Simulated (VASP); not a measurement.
# KI (I4mm) in VASP: notebook, part 2 of 2

VASP 6.6.1. The steps go on from the part before.

## (4) Single point, PBE

INCAR reads:

```
SYSTEM = KI
PREC = Accurate
ENCUT = 520
EDIFF = 1E-6
ISMEAR = 0
SIGMA = 0.05
LREAL = .False.
LASPH = .True.
NELM = 100
ALGO = Fast
ISIF = 2
LWAVE = .False.
LCHARG = .True.
GGA = PE
LELF = .True.
LVHAR = .True.
NBANDS = 15
```

KPOINTS reads:

```
regular mesh
0
Gamma
  6 6 6
  0 0 0
```

POSCAR reads:

```
KI
1.0
    0.0000000000      3.5245500000      3.5245500000
    3.5245500000      0.0000000000      3.5245500000
    3.5245500000      3.5245500000      0.0000000000
K I
1 1
Direct
    0.0000000000      0.0000000000      0.0000000000
    0.4787206877      0.4787206877      0.5212793123
```

Potentials or basis: VASP PAW PBE potentials, release 64 (K_sv, I).

Command:

```console
$ cat potpaw_PBE.64/K_sv/POTCAR potpaw_PBE.64/I/POTCAR > POTCAR
$ mpirun -np 1 vasp_std > vasp.out
```

OUTCAR:

```text
SYSTEM = KI
   PREC = Accurate
   ENCUT = 520
   EDIFF = 1E-6
   ISMEAR = 0
   LREAL = .False.
   LASPH = .True.
   NELM = 100
   ISIF = 2
   GGA = PE

 ion  position               nearest neighbor table
   1  0.000  0.000  0.000-   2 3.37   2 3.53   2 3.53   2 3.53   2 3.53   2 3.67
   2  0.479  0.479  0.521-   1 3.37   1 3.53   1 3.53   1 3.53   1 3.53   1 3.67

  LATTYP: Found a face centered cubic cell.
 ALAT       =     7.0491000000

  Lattice vectors:

 A1 = (   0.0000000000,   3.5245500000,   3.5245500000)
 A2 = (   3.5245500000,   0.0000000000,   3.5245500000)
 A3 = (   3.5245500000,   3.5245500000,   0.0000000000)

Analysis of symmetry for initial positions (statically):
=====================================================================
 Subroutine PRICEL returns:
 Original cell was already a primitive cell.

 Routine SETGRP: Setting up the symmetry group for a
 face centered cubic supercell.

 Subroutine GETGRP returns: Found  8 space group operations
 (whereof  8 operations were pure point group operations)
 out of a pool of 48 trial point group operations.

The static configuration has the point symmetry C_4v.

Analysis of symmetry for dynamics (positions and initial velocities):
[... 182 lines left out ...]
     12       6.1296      0.00000
     13       6.8432      0.00000
     14       6.8749      0.00000
[... 401 lines left out ...]
      2     -12.4469      2.00000
      3     -12.3736      2.00000
      4     -12.3654      2.00000
      5     -10.6786      2.00000
      6      -1.3816      2.00000
      7      -0.8579      2.00000
      8      -0.7611      2.00000
      9       5.5150      0.00000
     10       5.9101      0.00000
     11       6.8814      0.00000
     12       7.9827      0.00000
     13       8.1594      0.00000
     14       8.4919      0.00000
     15       9.5455      0.00000

 [... further k-points ...]

------------------------ aborting loop because EDIFF is reached ----------------------------------------

  FORCE on cell =-STRESS in cart. coord.  units (eV):
  Direction    XX          YY          ZZ          XY          YZ          ZX
  --------------------------------------------------------------------------------------
  -------------------------------------------------------------------------------------
  Total        0.3708330      0.3708330      0.5659232      0.0000000      0.0000000     -0.0000000
  in kB        6.7849706      6.7849706     10.3544502      0.0000000      0.0000000     -0.0000000
  external PRESSURE =       7.9747972 kB  Pullay stress =       0.0000000 kB

 VOLUME and BASIS-vectors are now :
 -----------------------------------------------------------------------------
  energy-cutoff  :      520.00
  volume of cell :       87.57
      direct lattice vectors                 reciprocal lattice vectors
     0.000000000  3.524550000  3.524550000    -0.141862082  0.141862082  0.141862082
     3.524550000  0.000000000  3.524550000     0.141862082 -0.141862082  0.141862082
     3.524550000  3.524550000  0.000000000     0.141862082  0.141862082 -0.141862082

 POSITION                                       TOTAL-FORCE (eV/Angst)
 -----------------------------------------------------------------------------------
      0.00000      0.00000      0.00000         0.000000      0.000000     -0.178701
      3.52455      3.52455      3.37455         0.000000      0.000000      0.178701
 -----------------------------------------------------------------------------------
    total drift:                                0.000000      0.000000      0.001598

  FREE ENERGIE OF THE ION-ELECTRON SYSTEM (eV)
  ---------------------------------------------------
  free  energy   TOTEN  =        -5.5407517964 eV

  energy  without entropy=       -5.5407517964  energy(sigma->0) =       -5.54075180
```

OSZICAR:

```text
N       E                     dE             d eps       ncg     rms          rms(c)
DAV:   1     0.891170564706E+02    0.89117E+02   -0.64666E+03   900   0.906E+02
DAV:   2     0.159381781227E+00   -0.88958E+02   -0.83173E+02  1138   0.212E+02
DAV:   3    -0.535006395013E+01   -0.55094E+01   -0.54821E+01  1304   0.459E+01
DAV:   4    -0.561946425094E+01   -0.26940E+00   -0.26930E+00  1417   0.903E+00
DAV:   5    -0.562162566347E+01   -0.21614E-02   -0.21613E-02  1288   0.919E-01    0.314E+00
RMM:   6    -0.553884647464E+01    0.82779E-01   -0.93366E-02  1066   0.112E+00    0.210E+00
RMM:   7    -0.553631036821E+01    0.25361E-02   -0.13669E-01  1295   0.141E+00    0.739E-01
RMM:   8    -0.554054402085E+01   -0.42337E-02   -0.71204E-03  1189   0.533E-01    0.151E-01
RMM:   9    -0.554055586840E+01   -0.11848E-04   -0.23756E-03  1380   0.219E-01    0.824E-02
RMM:  10    -0.554071005466E+01   -0.15419E-03   -0.56862E-04  1378   0.125E-01    0.359E-02
RMM:  11    -0.554074060030E+01   -0.30546E-04   -0.18497E-04  1541   0.607E-02    0.160E-02
RMM:  12    -0.554074616074E+01   -0.55604E-05   -0.57277E-05  1539   0.315E-02    0.762E-03
RMM:  13    -0.554074966495E+01   -0.35042E-05   -0.22584E-05  1461   0.205E-02    0.430E-03
RMM:  14    -0.554075120215E+01   -0.15372E-05   -0.10529E-05  1330   0.129E-02    0.227E-03
RMM:  15    -0.554075179645E+01   -0.59429E-06   -0.46432E-06  1154   0.872E-03
   1 F= -.55407518E+01 E0= -.55407518E+01  d E =-.158042E-19
```

Run time: 25 s. Hardware: 1 thread of Intel Xeon 6975P-C (Granite Rapids), shared host; peak memory 0.24 GiB.

What came out:

```
Free energy            : -5.5408 eV
Pressure               : 0.8 GPa
Largest force          : 0.179 eV/Å
Band gap on the k mesh : 3.98 eV, direct
```

Forces on the atoms (eV/Å):
```
K    0.000  0.000 -0.179
I    0.000  0.000  0.179
```

Levels at points of the mesh, in eV from the valence-band top:
```
           k point  band 5  band 6  band 7  band 8  band 9  band 10  band 11  band 12
(0.00, 0.00, 0.00)  -10.51    0.00    0.00    0.00    3.98     6.51     6.51     6.51
(0.50, 0.00, 0.00)  -10.22   -1.33   -0.34   -0.33    5.53     7.68     8.14     8.18
(0.50, 0.50, 0.00)  -10.35   -1.00   -0.37   -0.37    4.93     5.79     8.12     8.39
(0.00, 0.50, 0.50)  -10.36   -1.00   -0.37   -0.37    4.95     5.78     8.12     8.74
```

Caveat: spin-orbit coupling is left out, which moves the levels of the heavy elements.

## (5) Summary

```csv
cell,gap on the mesh (eV),pressure (GPa),largest force (eV/Å)
"all I atoms moved -0.100 Å, as atom 2 towards its neighbour atom 1 (K) at 3.525 Å",3.98,0.7,0.12
"all I atoms moved +0.075 Å, as atom 2 towards its neighbour atom 1 (K) at 3.525 Å",3.98,0.7,0.09
"all I atoms moved +0.150 Å, as atom 2 towards its neighbour atom 1 (K) at 3.525 Å",3.98,0.8,0.18
```

Alike in all rows: task single point; level PBE; potentials or basis VASP PAW PBE potentials, release 64 (K_sv, I); no spin polarisation; k mesh 6 × 6 × 6; cutoff (eV) 520; smearing gaussian 0.05 eV.

Caveats: spin-orbit coupling is left out, which moves the levels of the heavy elements.

Total energies depend on the potentials used, so only differences within one code and one set of settings carry meaning.
